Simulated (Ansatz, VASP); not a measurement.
# KF: VASP beside Ansatz

INCAR

```
  ALGO = Normal
  EDIFF = 1E-7
  ENCUT = 520
  GGA = CA
  ISIF = 2
  ISMEAR = 0
  LASPH = T
  LCHARG = F
  LREAL = F
  LWAVE = F
  NBANDS = 15
  NELM = 60
  PREC = Accurate
  SIGMA = 0.05
```

KPOINTS

```
k-points
0
Gamma
  8 8 8
```

File POSCAR:

```
KF
1.0
    0.0000000000      2.6735000000      2.6735000000
    2.6735000000      0.0000000000      2.6735000000
    2.6735000000      2.6735000000      0.0000000000
K F
1 1
Direct
   -0.0233775949      0.0233775949      0.0233775949
    0.5000000000      0.5000000000      0.5000000000
```

Input for Ansatz:

```yaml
crystal:
  lattice:
    - [0.0, 2.6735, 2.6735]
    - [2.6735, 0.0, 2.6735]
    - [2.6735, 2.6735, 0.0]
  atoms:
    - { symbol: K, position: [-0.0233775949, 0.0233775949, 0.0233775949] }
    - { symbol: F, position: [0.5, 0.5, 0.5] }
basis:
  ecutwfc: 420
kpoints:
  mp_grid: { grid: [8, 8, 8] }
hamiltonian:
  xc: lda
scf:
  occupations: { method: gaussian, width: 0.05 }
output:
  forces: true
  stress: true
  eigenvalues: true
```

Change from the starting cell: all K atoms moved +0.125 Å, as atom 1 along Cartesian [1 0 0].

Alike in both runs: task single point; functional LDA; k mesh 8 × 8 × 8; occupations gaussian, width 0.05 eV; no spin polarisation.

```csv
,VASP,Ansatz
version,VASP 6.6.1,Ansatz 0.2.0
potentials or method,"VASP PAW LDA potentials, release 64 (K_sv, F)","scalar-relativistic, plane waves, PAW"
plane-wave cutoff (eV),520,420
valence electrons in the cell,16,16
```

VASP gave:

```
gap on the k mesh at the Fermi level (eV)       : 5.78
least direct gap on the mesh (eV)               : 5.78
pressure (GPa)                                  : -3.2
largest component of the traceless stress (GPa) : 0.51
rms of the force components (eV/Å)              : 0.098
```

Q: Which values does Ansatz return?

A: gap on the k mesh at the Fermi level (eV): 5.80; least direct gap on the mesh (eV): 5.80; pressure (GPa): -3.3; largest component of the traceless stress (GPa): 0.48; rms of the force components (eV/Å): 0.092.

Atom by atom the forces differ by 0.006 eV/Å (rms over components).

A k mesh can miss the band edges.
